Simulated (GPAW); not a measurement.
Crystal: CaO.

```xyz
2
Lattice="3.3991 0.0000 0.0000 1.6996 2.9437 0.0000 1.6996 0.9812 2.7754" Properties=species:S:1:pos:R:3 pbc="T T T"
Ca    0.0000    0.0000    0.0000
O     3.3991    1.9625    1.3877
```

The cell is a database's computed one.

Base run:

```yaml
Program: GPAW 26.7.0
Functional: TB-mBJ
Potentials_or_basis: GPAW PAW data sets for LDA (gpaw-data 1.2.1)
Cutoff: 800 eV
Basis: pw
k_mesh: 8 × 8 × 8
Occupations: fermi-dirac, width 0.05 eV
Spin: no spin polarisation
```

Its results: band gap on the k mesh 5.32 eV, indirect (least direct gap 5.65 eV).

**Question.** The run is repeated on the same cell with these changes: functional from TB-mBJ to PBE; potentials or basis from GPAW PAW data sets for LDA (gpaw-data 1.2.1) to PAW data sets generated in the run's folder for this functional. What comes out?

**Answer.** Band gap on the k mesh 3.69 eV, indirect (least direct gap 4.07 eV).

Caveats: a model potential gives levels but no total energy (some runs).

Not every run made on this cell is shown here.
